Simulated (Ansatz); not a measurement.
**TePb: relaxation of cell and atoms with HSE03**

The system is TePb.

```xyz
2
Lattice="0.0000 3.2310 3.2310 3.2310 0.0000 3.2310 3.2310 3.2310 0.0000" Properties=species:S:1:pos:R:3 pbc="T T T"
Pb    0.0000    0.0000    0.0000
Te    3.2310    3.2310    3.2310
```

```json
{
  "Program": "Ansatz 0.2.0",
  "Task": "relaxation of cell and atoms",
  "Functional": "HSE03",
  "Potentials or basis": "Ansatz PAW",
  "Cutoff": "420 eV (not typed: the program's choice for these potentials)",
  "k mesh": "4 × 4 × 4",
  "Occupations": "fermi-dirac, width 0.05 eV",
  "Spin": "no spin polarisation"
}
```

| Quantity | Value |
| --- | --- |
| Relaxed volume | 34.72 Å³/atom |
| Relaxed cell | a = 4.614 Å, b = 4.614 Å, c = 4.614 Å, α = 60.00°, β = 60.00°, γ = 60.00° |
| Space group after relaxing (to 0.05 Å) | Fm-3m (No. 225) |
| Energy gained by relaxing | 3.8 meV/atom |
| Ionic steps | 4 |
| Pressure after relaxing | 0.0 GPa |
| Band gap on the k mesh | 1.07 eV, direct |

The path:
```csv
step,energy change (eV),largest force (eV/Å),volume (Å³)
1,0.0000,0.0000,67.46
2,-0.0064,0.0000,70.04
3,-0.0072,0.0000,69.44
4,-0.0075,0.0000,69.44
```

Final structure:
```xyz
2
Lattice="0.0000 3.2623 3.2623 3.2623 0.0000 3.2623 3.2623 3.2623 0.0000" Properties=species:S:1:pos:R:3 pbc="T T T"
Pb    0.0000    0.0000    0.0000
Te    3.2623    3.2623    3.2623
```

Levels at points of the mesh, in eV from the valence-band top:
```
             k point  band 13  band 14  band 15  band 16  band 17
  (0.00, 0.00, 0.00)    -1.42    -1.42    -1.42     4.54     4.54
 (0.00, 0.00, -0.50)    -0.98    -0.98     0.00     1.07     1.60
(0.00, -0.50, -0.50)    -4.71    -2.93    -2.93     3.70     5.96
```

Wall time 41 s on 2 threads of Arm Neoverse V2 (shared host), peak memory 0.9 GiB.

Caveat: the k mesh is coarse (spacing up to 0.42 Å⁻¹), so the values aren't converged, least of all with exact exchange; the plane-wave basis is chosen anew once the cell has moved, so the energies of steps on either side of that aren't comparable; spin-orbit coupling is left out, which as a rule narrows the gap of such compounds by several tenths of an eV; the PAW data sets come from PBE, with cores solved anew for the run's functional, which leaves a small shift of forces and pressure. A k mesh can miss the band edges.
